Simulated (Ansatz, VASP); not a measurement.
**One calculation of AlAu, two programs**

The input INCAR:

```
SYSTEM = AlAu
  PREC = Accurate
  ENCUT = 520
  EDIFF = 1E-7
  ISMEAR = -1
  SIGMA = 0.05
  LREAL = .FALSE.
  LASPH = .TRUE.
  NELM = 60
  ALGO = Normal
  ISIF = 2
  LWAVE = .FALSE.
  LCHARG = .FALSE.
  GGA = PS
  NBANDS = 14
```

The input KPOINTS:

```
regular mesh
0
G
  8 8 8
  0 0 0
```

Contents of POSCAR:

```
AlAu
1.0
    3.1581287985      0.0000000000      0.0000000000
    0.0000000000      3.1581287985      0.0000000000
    0.0000000000      0.0000000000      3.1581287985
Au Al
1 1
Direct
    0.5000000000      0.5000000000      0.5000000000
    0.0000000000      0.0000000000      0.0000000000
```

input.yaml

```yaml
crystal:
  lattice:
    - [3.1581287985, 0.0, 0.0]
    - [0.0, 3.1581287985, 0.0]
    - [0.0, 0.0, 3.1581287985]
  atoms:
    - { symbol: Au, position: [0.5, 0.5, 0.5] }
    - { symbol: Al, position: [0.0, 0.0, 0.0] }
hamiltonian:
  xc: pbesol
  pseudopotentials: { kind: paw }
kpoints:
  mp_grid: { grid: [8, 8, 8] }
scf:
  occupations: { method: fermi_dirac, width: 0.05 }
output:
  forces: true
  stress: true
  eigenvalues: true
```

Change from the starting cell: volume scaled by 0.94.

Alike in both runs: task single point; functional PBEsol; k mesh 8 × 8 × 8; occupations fermi-dirac, width 0.05 eV; no spin polarisation.

|  | VASP | Ansatz |
| --- | --- | --- |
| version | VASP 6.6.1 | Ansatz 0.2.0 |
| potentials or method | VASP PAW PBE potentials, release 64 (Au, Al) | Ansatz PAW |
| plane-wave cutoff (eV) | 520 | 420 |
| valence electrons in the cell | 14 | 22 |

```csv
,VASP,Ansatz,Ansatz less VASP
gap on the k mesh at the Fermi level (eV),none,none,-
pressure (GPa),2.0,2.2,+0.23
```

A gap of «none» marks a metal or a gap that the smearing closes. The two sets of potentials don't hold the same shells in valence.

Caveats: the PAW data sets were made with another functional, which shifts forces and pressure a little (VASP); the PAW data sets come from PBE, with cores solved anew for the run's functional, which leaves a small shift of forces and pressure (Ansatz). Spin-orbit coupling is left out, which matters for the levels of Au.
